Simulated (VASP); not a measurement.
# Fe (Fmmm) in VASP: further runs, part 2 of 2

VASP 6.6.1. The steps go on from the part before.

## 6. Single point, PBEsol, collinear spin, ferromagnetic start

INCAR

```
SYSTEM = Fe
ADDGRID = .False.
ALGO = Normal
EDIFF = 1E-6
ENCUT = 350
GGA = PS
ISIF = 2
ISMEAR = -1
ISPIN = 2
LASPH = .True.
LCHARG = .False.
LMAXMIX = 4
LORBIT = 11
LREAL = .False.
LWAVE = .False.
MAGMOM = 3
NELM = 100
PREC = Accurate
SIGMA = 0.15
```

KPOINTS

```
k-points
0
Gamma
  14 14 14
  0 0 0
```

POSCAR

```
Fe
1.0
    0.0000000000      1.9417396906      1.9651051623
    1.4984397099      0.0000000000      1.9651051623
    1.4984397099      1.9417396906      0.0000000000
Fe
1
Direct
    0.0000000000      0.0000000000      0.0000000000
```

Potentials or basis: VASP PAW PBE potentials, release 64 (Fe).

Run with:

```console
> cat potpaw_PBE.64/Fe/POTCAR > POTCAR
> mpirun -np 1 vasp_std > vasp.out
```

OUTCAR:

```text
SYSTEM = Fe
   EDIFF = 1E-6
   ENCUT = 350
   GGA = PS
   ISIF = 2
   ISMEAR = -1
   ISPIN = 2
   LASPH = .True.
   LORBIT = 11
   LREAL = .False.
   NELM = 100
   PREC = Accurate

 Found    428 irreducible k-points:

 Following reciprocal coordinates:
            Coordinates               Weight
  0.000000  0.000000  0.000000      1.000000
  0.071429 -0.000000 -0.000000      8.000000
  0.142857  0.000000 -0.000000      8.000000
  0.214286  0.000000 -0.000000      8.000000
  0.285714  0.000000  0.000000      8.000000
  0.357143  0.000000 -0.000000      8.000000
   k-points           NKPTS =    428   k-points in BZ     NKDIM =    428   number of bands    NBANDS=     10
   number of dos      NEDOS =    301   number of ions     NIONS =      1
   total plane-waves  NPLWV =   4608
   dimension x,y,z NGX =    18 NGY =   16 NGZ =   16
   dimension x,y,z NGXF=    36 NGYF=   32 NGZF=   32
   ions per type =               1
   NGX,Y,Z   is equivalent  to a cutoff of  10.83, 10.76, 10.84 a.u.
   NGXF,Y,Z  is equivalent  to a cutoff of  21.66, 21.53, 21.69 a.u.
 SYSTEM =  Fe
   PREC   = accura    normal or accurate (medium, high low for compatibility)
   ISTART =      0    job   : 0-new  1-cont  2-samecut
   ICHARG =      2    charge: 1-file 2-atom 10-const
[... 212 lines left out ...]
  band No.  band energies     occupation
      1       1.2744      1.00000
      2       4.4328      0.99970
      3       4.9636      0.98964
      4       6.7278      0.00074
      5       7.4016      0.00001
      6       7.5708      0.00000
      7      17.1912      0.00000
      8      25.5056      0.00000
      9      28.5121      0.00000
     10      30.3531      0.00000

 [... further k-points ...]

------------------------ aborting loop because EDIFF is reached ----------------------------------------

  FORCE on cell =-STRESS in cart. coord.  units (eV):
  Direction    XX          YY          ZZ          XY          YZ          ZX
  --------------------------------------------------------------------------------------
  -------------------------------------------------------------------------------------
  Total       -1.0877235     -0.4471552     -0.5900925      0.0000000      0.0000000      0.0000000
  in kB     -152.3993104    -62.6502497    -82.6769821      0.0000000      0.0000000      0.0000000
  external PRESSURE =     -99.2421807 kB  Pullay stress =       0.0000000 kB

 VOLUME and BASIS-vectors are now :
 -----------------------------------------------------------------------------
  energy-cutoff  :      350.00
  volume of cell :       11.44
      direct lattice vectors                 reciprocal lattice vectors
     0.000000000  1.941739691  1.965105162    -0.333680426  0.257501045  0.254439309
     1.498439710  0.000000000  1.965105162     0.333680426 -0.257501045  0.254439309
     1.498439710  1.941739691  0.000000000     0.333680426  0.257501045 -0.254439309

 POSITION                                       TOTAL-FORCE (eV/Angst)
 -----------------------------------------------------------------------------------
      0.00000      0.00000      0.00000         0.000000      0.000000      0.000000
 -----------------------------------------------------------------------------------
    total drift:                                0.000000      0.000000      0.000000

  FREE ENERGIE OF THE ION-ELECTRON SYSTEM (eV)
  ---------------------------------------------------
  free  energy   TOTEN  =        -8.9222719419 eV

  energy  without entropy=       -8.8471632252  energy(sigma->0) =       -8.88471758

 total charge

# of ion       s       p       d       tot
------------------------------------------
    1        0.489   0.540   6.226   7.255

 magnetization (x)

# of ion       s       p       d       tot
------------------------------------------
    1       -0.013  -0.047   2.255   2.195
```

OSZICAR:

```text
N       E                     dE             d eps       ncg     rms          rms(c)
DAV:   1     0.110702259121E+02    0.11070E+02   -0.32187E+03 18562   0.719E+02
DAV:   2    -0.969329743797E+01   -0.20764E+02   -0.19100E+02 17310   0.111E+02
DAV:   3    -0.999924663801E+01   -0.30595E+00   -0.30489E+00 19120   0.172E+01
DAV:   4    -0.100004574457E+02   -0.12108E-02   -0.12107E-02 18416   0.998E-01
DAV:   5    -0.100004669857E+02   -0.95401E-05   -0.95412E-05 18626   0.865E-02    0.120E+01
DAV:   6    -0.901337411898E+01    0.98709E+00   -0.12961E+01 18616   0.531E+01    0.552E+00
DAV:   7    -0.893777653853E+01    0.75598E-01   -0.78937E-01 18774   0.127E+01    0.321E+00
DAV:   8    -0.893006933577E+01    0.77072E-02   -0.68286E-03 20948   0.601E-01    0.136E+00
DAV:   9    -0.892229343196E+01    0.77759E-02   -0.81377E-03 22008   0.589E-01    0.320E-01
DAV:  10    -0.892221982521E+01    0.73607E-04   -0.48976E-04 18810   0.334E-01    0.915E-02
DAV:  11    -0.892226673046E+01   -0.46905E-04   -0.23215E-04 19718   0.164E-01    0.371E-02
DAV:  12    -0.892226892984E+01   -0.21994E-05   -0.35066E-06 18014   0.292E-02    0.144E-02
DAV:  13    -0.892227399083E+01   -0.50610E-05   -0.24829E-06 13006   0.131E-02    0.107E-02
DAV:  14    -0.892227147399E+01    0.25168E-05   -0.70006E-07  8704   0.974E-03    0.231E-03
DAV:  15    -0.892227194188E+01   -0.46789E-06   -0.15301E-08  8670   0.156E-03
   1 F= -.89222719E+01 E0= -.88847176E+01  d E =-.751087E-01  mag=     2.2066
```

Wall time 65 s (1 thread of Intel Xeon Platinum 8259CL at 2.50GHz (Skylake/Cascade Lake), shared host); peak memory 0.16 GiB.

The run converged, but some of its settings lie outside the range that counts as converged, so its numbers aren't taken as properties of the crystal.

What came out:

| Property | Result |
| --- | --- |
| Free energy | -8.9223 eV |
| Pressure | -9.9 GPa |
| Band gap on the k mesh | none (metal or under the smearing width) |
| Net moment | 2.21 μB per cell |
| Site moments | Fe +2.19 μB |
| Valence electrons inside the program's atomic spheres | Fe 7.25 |

Caveat: the PAW data sets were made with another functional, which shifts forces and pressure a little.
